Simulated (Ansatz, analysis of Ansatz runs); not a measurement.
# Migration in SnO2 (P4_2/mnm): V_O hop (2.6 Å), charge +2, part 4 of 4

Aim: the barrier of one jump in SnO2 (P4_2/mnm) at charge +2: V_O hop (2.6 Å). The model is a cell of 72 host atoms with 1 O taken out; O is the atom that moves.

Ansatz 0.2.0; plane-wave PAW DFT, PBEsol; nudged elastic band between two relaxed defect structures at fixed charge in a uniform background; PAW set soft_1.

So far: The structure; Relaxation of the start point, charge +2; Relaxation of the end point, charge +2; Nudged elastic band, charge +2.

### Step 4. Nudged elastic band, charge +2 (continued)

Track of the atom that was set to move:

```
image  x (Å)  y (Å)  z (Å)  nearest neighbour  distance (Å)
    0  5.601  3.936   4.82                 Sn         2.013
    1  5.342  4.132   4.82                 Sn         1.952
    2  5.021  4.399   4.82                 Sn         1.882
    3  4.687  4.694   4.82                 Sn         1.856
    4  4.392  5.028   4.82                 Sn         1.882
    5  4.125  5.349   4.82                 Sn         1.952
    6  3.929  5.608   4.82                 Sn         2.013
```

The band met its tolerance of 0.04 eV/Å after 5 iterations, with image 3 on top (the start counts as 0). O44, which moves farthest between the ends, has 3 Sn at 2.01 to 2.19 Å nearest at the start and 2 Sn at 1.86 Å at the top.

### Step 5. Single point at the start point, PBEsol, denser k-mesh

Three single points on a mesh of more k-points (start, top, end) test the sampling. The start is shown; top and end are run alike.

This step: plane-wave PAW DFT, PBEsol; single point of a defect supercell on a structure of the PBEsol path; PAW set soft_1.

Contents of qp2.start.mesh/input.yaml:

```yaml
crystal:
  lattice:
    - [9.53562392, 0.0, 0.0]
    - [0.0, 9.53562392, 0.0]
    - [0.0, 0.0, 9.63570775]
  atoms:
    - { symbol: Sn, position: [0.24860558, 0.25087183, 0.16641531] }
    - { symbol: Sn, position: [0.00536516, -0.00521895, 0.00017511] }
[... 4 atom lines left out ...]
    - { symbol: Sn, position: [0.24869262, 0.24994471, 0.50017147] }
[... 4 atom lines left out ...]
    - { symbol: O, position: [0.34653167, 0.35429012, 0.33611948] }
[... 5 atom lines left out ...]
    - { symbol: O, position: [0.34653857, 0.35440384, 0.66419468] }
[... 3 atom lines left out ...]
    - { symbol: O, position: [0.40533784, 0.59478497, 0.1694879] }
[... 10 atom lines left out ...]
    - { symbol: O, position: [0.40534005, 0.59478537, 0.83085849] }
[... 8 atom lines left out ...]
    - { symbol: Sn, position: [0.74948368, 0.25066276, 0.50017218] }
[... 1 atom line left out ...]
    - { symbol: O, position: [0.58738139, 0.41278458, 0.50017255] }
[... 15 atom lines left out ...]
    - { symbol: Sn, position: [0.75020199, 0.75145183, 0.50017371] }
    - { symbol: Sn, position: [0.51303497, 0.48703837, 0.31903646] }
[... 2 atom lines left out ...]
    - { symbol: O, position: [0.64572599, 0.65362839, 0.33614835] }
[... 2 atom lines left out ...]
    - { symbol: Sn, position: [0.51311094, 0.4871089, 0.68131144] }
[... 2 atom lines left out ...]
    - { symbol: O, position: [0.64584659, 0.6536243, 0.66422965] }
    - { symbol: O, position: [0.84517917, 0.84724381, 0.66715407] }
total_charge: 2
basis:
  ecutwfc: 420
  xc_grid: 2
hamiltonian:
  xc: pbesol
  pseudopotentials: { kind: paw, azcp: { folder: soft_1 }, xc_functional: pbe }
kpoints:
  mp_grid: { grid: [2, 2, 2], shift: [0.5, 0.5, 0.5] }
scf:
  occupations: { method: fixed }
  max_iter: 120
output:
  forces: true
  eigenvalues: true
checkpoint:
  write: "../qp2.start.mesh.run"
  compress: false
  write_wavefunctions: false
  write_every: 100000
```

Launch:

```console
> ansatz run input.yaml --threads 4 --pin off --max-ram 8478MiB --backend cpu --events-out ev --progress --plain --runs-dir out
```

Numbers of over 12 decimals in the logs are rounded to 6 here.

Log:

```text
[...]
Crystal: 71 atoms, lattice volume = 876.157 Å³
Basis set: ecut = 420 eV, 17081 PW (Γ), exchange–correlation on 128×128×144 points (8 copies of the dense FFT grid, shifted against one another)
Bands: 379, of which v1, the nominal top of the filled ones, is band 308 counted from 1 (307 counted from 0)
Symmetry: 1 space group operations
[...]
k-points: 4 of 8 (time reversal used)
[...]
SCF iter   1: F=—  HF=-169186.996444 eV  |F-HF|=—  |Δ(HF+E_count)|=         —  Δρ=7.33e-2  dr2=3.63e1  ethr=3.10e-3  ⟨swp⟩=4.0  Hψ=5218  notcnv=0  defer=274
[...]
SCF iter   3: F=—  HF=-169177.590068 eV  |F-HF|=—  |Δ(HF+E_count)|=    1.24e0  Δρ=1.10e-2  dr2=1.08e0  ethr=1.04e-3  ⟨swp⟩=3.0  Hψ=2352  notcnv=0  defer=188
[...]
--- Forces (eV/Å), atoms counted from 1 ---
  atom   1  Sn     0.00236730    -0.00021701     0.00167829
  atom   2  Sn     0.00096882    -0.00082496     0.00000496
  [... 4 atoms left out ...]
  atom   7  Sn     0.00337666     0.00379421     0.00003084
  [... 4 atoms left out ...]
  atom  12  O     -0.00580554    -0.00301020     0.00002918
  [... 5 atoms left out ...]
  atom  18  O     -0.00738765    -0.00757796    -0.00019068
  [... 23 atoms left out ...]
  atom  42  Sn    -0.00216040     0.00231364    -0.00000323
  [... 1 atom left out ...]
  atom  44  O      0.00790314    -0.00810006    -0.00006692
  [... 15 atoms left out ...]
  atom  60  Sn    -0.00421737    -0.00332831     0.00043123
  atom  61  Sn    -0.00044635     0.00632481     0.00532547
  [... 2 atoms left out ...]
  atom  64  O      0.00748500     0.00680647     0.00038430
  [... 2 atoms left out ...]
  atom  67  Sn    -0.00611206     0.00090469    -0.00551589
  [... 2 atoms left out ...]
  atom  70  O      0.00303151     0.00595022    -0.00009545
  [... 1 atom left out ...]
  max |Σ_I F_I| component: 2.29e-5 eV/Å
--- Band table (eV) ---
[...]
[... further k-points left out ...]
[key lines of the parts left out:]
SCF converged after 12 iterations
Free energy (F): -169177.463946 eV
Fermi energy:    8.863510 eV
```

Wall time 96 s (4 threads of Arm Neoverse V1, shared host); peak memory 5.4 GiB.

This step gave:

```
free energy : -169177.4639 eV
```

### Step 6. Barrier from single points, PBEsol, denser k-mesh

Analysis of the runs above: barrier from PBEsol single points on the PBEsol path; PAW set soft_1.

It gives:

| Quantity | Value |
| --- | --- |
| barrier forward | 1.213 eV |
| barrier backward | 1.213 eV |
| end less start | -2.76e-6 eV |

This gives 1.213 eV against the band's 1.205 eV (backward 1.213 against 1.205 eV). This mesh holds only the band's own point and its sign variants, so it tests the average over those and no finer sampling.

### Step 7. Single point at the start point, LDA

Three single points with LDA show how much the barrier depends on that choice; lattice and path are kept. The start is shown; top and end are run alike.

This step: plane-wave PAW DFT, LDA; single point of a defect supercell on a structure of the PBEsol path; PAW set soft_1.

qp2.start.lda/input.yaml, as its differences from qp2.start.mesh/input.yaml of step 5:

```diff
@@ -37,6 +37,6 @@
 hamiltonian:
-  xc: pbesol
+  xc: lda
   pseudopotentials: { kind: paw, azcp: { folder: soft_1 }, xc_functional: pbe }
 kpoints:
-  mp_grid: { grid: [2, 2, 2], shift: [0.5, 0.5, 0.5] }
+  mp_grid: { grid: [1, 1, 1], shift: [0.25, 0.25, 0.25] }
 scf:
@@ -48,3 +48,3 @@
 checkpoint:
-  write: "../qp2.start.mesh.run"
+  write: "../qp2.start.lda.run"
   compress: false
```

Log:

```text
[...]
Crystal: 71 atoms, lattice volume = 876.157 Å³
Basis set: ecut = 420 eV, 17081 PW (Γ), exchange–correlation on 128×128×144 points (8 copies of the dense FFT grid, shifted against one another)
Bands: 379, of which v1, the nominal top of the filled ones, is band 308 counted from 1 (307 counted from 0)
Symmetry: 1 space group operations
[...]
k-points: 1
[...]
SCF iter   1: F=—  HF=-167240.578445 eV  |F-HF|=—  |Δ(HF+E_count)|=         —  Δρ=7.12e-2  dr2=3.45e1  ethr=3.10e-3  ⟨swp⟩=4.0  Hψ=1304  notcnv=0  defer=68
[...]
SCF iter  12: F=-167229.815682 eV  HF=-167229.815682 eV  |F-HF|=6.05e-9  |Δ(HF+E_count)|=   9.34e-9  Δρ=1.41e-6  dr2=1.52e-8  ethr=1.62e-11  ⟨swp⟩=14.0  Hψ=1600  notcnv=0
SCF 1 converged in 12 iterations: F = -167229.815682 eV  dr2 = 1.52e-8
[...]
SCF converged after 12 iterations
Free energy (F): -167229.815682 eV
[...]
Internal energy: -167229.815682 eV  (E = F + TS)
E sigma→0 (E₀):  -167229.815682 eV
Fermi energy:    8.611679 eV
[...]
--- Forces (eV/Å), atoms counted from 1 ---
  atom   1  Sn    -0.01667445    -0.00856111    -0.01209517
  atom   2  Sn    -0.01736583     0.01749911     0.00000751
  [... 4 atoms left out ...]
  atom   7  Sn    -0.01420225    -0.00032406     0.00025012
  [... 4 atoms left out ...]
  atom  12  O      0.00305410    -0.04578012    -0.01475805
  [... 5 atoms left out ...]
  atom  18  O      0.00264129    -0.04580722     0.01493804
  [... 23 atoms left out ...]
  atom  42  Sn     0.02861240    -0.02845931    -0.00000046
  [... 1 atom left out ...]
  atom  44  O     -0.04770419     0.04745852    -0.00006603
  [... 15 atoms left out ...]
  atom  60  Sn    -0.00006729     0.01424275     0.00019860
  atom  61  Sn     0.05545619    -0.05508908    -0.11257857
  [... 2 atoms left out ...]
  atom  64  O      0.04578235    -0.00323638    -0.01474626
  [... 2 atoms left out ...]
  atom  67  Sn     0.05529733    -0.05499515     0.11238680
  [... 2 atoms left out ...]
  atom  70  O      0.04583111    -0.00294055     0.01469024
  [... 1 atom left out ...]
  max |Σ_I F_I| component: 2.28e-6 eV/Å
--- Band table (eV) ---
[...]
```

It took 27 s on 4 threads; peak memory 1.8 GiB.

Numbers from this step:

* free energy: -167229.8157 eV

### Step 8. Barrier from single points, LDA

Analysis of the runs above: barrier from LDA single points on the PBEsol path; PAW set soft_1.

It gives:

```
barrier forward  : 1.087 eV
barrier backward : 1.087 eV
end less start   : 1.35e-4 eV
```

This gives 1.087 eV against the band's 1.205 eV.

### Step 9. Single point at the start point, r2SCAN

Three single points with a meta-GGA, at its higher cutoff of 500 eV, show what it does to the barrier on the path found. The start is shown; top and end are run alike.

This step: plane-wave PAW DFT, r2SCAN; single point of a defect supercell on a structure of the PBEsol path; PAW set soft_1.

qp2.start.r2scan/input.yaml, as its differences from qp2.start.lda/input.yaml of step 7:

```diff
@@ -34,7 +34,7 @@
 basis:
-  ecutwfc: 420
+  ecutwfc: 500
   xc_grid: 2
 hamiltonian:
-  xc: lda
-  pseudopotentials: { kind: paw, azcp: { folder: soft_1 }, xc_functional: pbe }
+  xc: r2scan
+  pseudopotentials: { kind: paw, azcp: { folder: soft_1 } }
 kpoints:
@@ -48,3 +48,3 @@
 checkpoint:
-  write: "../qp2.start.lda.run"
+  write: "../qp2.start.r2scan.run"
   compress: false
```

Log:

```text
[...]
Crystal: 71 atoms, lattice volume = 876.157 Å³
Basis set: ecut = 500 eV, 22255 PW (Γ), exchange–correlation on 144×144×144 points (8 copies of the dense FFT grid, shifted against one another)
Bands: 379, of which v1, the nominal top of the filled ones, is band 308 counted from 1 (307 counted from 0)
Symmetry: 1 space group operations
[...]
k-points: 1
[...]
SCF iter   1: F=—  HF=-171687.361758 eV  |F-HF|=—  |Δ(HF+E_count)|=         —  Δρ=8.66e-2  dr2=5.36e1  dr2_τ=6.00e0  ethr=3.10e-3  ⟨swp⟩=4.0  Hψ=1297  notcnv=0  defer=68
[...]
SCF iter  10: F=-171681.276637 eV  HF=-171681.276637 eV  |F-HF|=4.89e-9  |Δ(HF+E_count)|=   2.44e-8  Δρ=3.61e-6  dr2=9.40e-8  dr2_τ=9.71e-9  ethr=1.62e-11  ⟨swp⟩=14.0  Hψ=2152  notcnv=0
SCF 1 converged in 10 iterations: F = -171681.276637 eV  dr2 = 9.40e-8
[...]
SCF converged after 10 iterations
Free energy (F): -171681.276637 eV
[...]
Internal energy: -171681.276637 eV  (E = F + TS)
E sigma→0 (E₀):  -171681.276637 eV
Fermi energy:    8.558537 eV
[...]
--- Forces (eV/Å), atoms counted from 1 ---
  atom   1  Sn    -0.02387728    -0.01283014    -0.01879229
  atom   2  Sn    -0.02793044     0.02807658     0.00000562
  [... 4 atoms left out ...]
  atom   7  Sn    -0.03202950    -0.00612414     0.00041553
  [... 4 atoms left out ...]
  atom  12  O      0.06425886     0.02188363     0.00669177
  [... 5 atoms left out ...]
  atom  18  O      0.06358113     0.01930859    -0.00913727
  [... 23 atoms left out ...]
  atom  42  Sn     0.02764594    -0.02748416     0.00000034
  [... 1 atom left out ...]
  atom  44  O     -0.03471764     0.03441424    -0.00003499
  [... 15 atoms left out ...]
  atom  60  Sn     0.00569209     0.03207146     0.00006715
  atom  61  Sn     0.00988300    -0.00692627    -0.08019199
  [... 2 atoms left out ...]
  atom  64  O     -0.01932053    -0.06418322     0.00932610
  [... 2 atoms left out ...]
  atom  67  Sn     0.00715752    -0.00939693     0.07998918
  [... 2 atoms left out ...]
  atom  70  O     -0.02181630    -0.06409044    -0.00674659
  [... 1 atom left out ...]
  max |Σ_I F_I| component: 1.34e-3 eV/Å
--- Band table (eV) ---
[...]
```

Wall time 38 s (4 threads); peak memory 2.4 GiB; 2.4 min of CPU time.

Numbers from this step:

- free energy: -171681.2766 eV

### Step 10. Barrier from single points, r2SCAN

Analysis of the runs above: barrier from r2SCAN single points on the PBEsol path; PAW set soft_1.

It gives:

- barrier forward: 1.212 eV
- barrier backward: 1.212 eV
- end less start: 1.15e-4 eV

This gives 1.212 eV against the band's 1.205 eV.

### Step 11. Results

| Item | Value |
| --- | --- |
| barrier forward | 1.21 eV |
| barrier backward | 1.21 eV |
| end less start | 0.00 eV |
| hop length | 2.36 Å |
| band iterations, as the log counts them | 5 |
| barrier from single points, PBEsol, denser k-mesh | 1.21 eV |
| barrier from single points, LDA | 1.09 eV |
| barrier from single points, r2SCAN | 1.21 eV |

What this shows: The top of the band lies 1.21 eV above the start and 1.21 eV above the end, which are alike in energy and neighbours. With an assumed prefactor of 1e13 per second it gives one hop a second along this one path at about 470 K; whether such hops link up through the crystal wasn't checked. At the top O44 stands 1.86 Å from its nearest Sn, 0.16 Å closer than at the start. Across functionals on this path (PBEsol 1.205, LDA 1.087 and r2SCAN 1.212 eV) the forward values spread by 0.125 eV. The order of the top as a saddle was not checked for all atoms, so a bent path could be lower. No image-charge correction is applied; it largely cancels along a path if the charge stays localised alike. Limits: one k-point off the zone centre stands for the whole zone; spin–orbit coupling, which can matter with heavy atoms, is left out.

[Logs are printed without paths, hosts, clocks, repeated set-up lines and the standing remarks that a program may print on its own settings, such as how far it seeks lower states.]

[Hosts, paths, dates, database ids (printed as entryN), source tags and the programs' standing remarks are cut or masked in the printed files.]
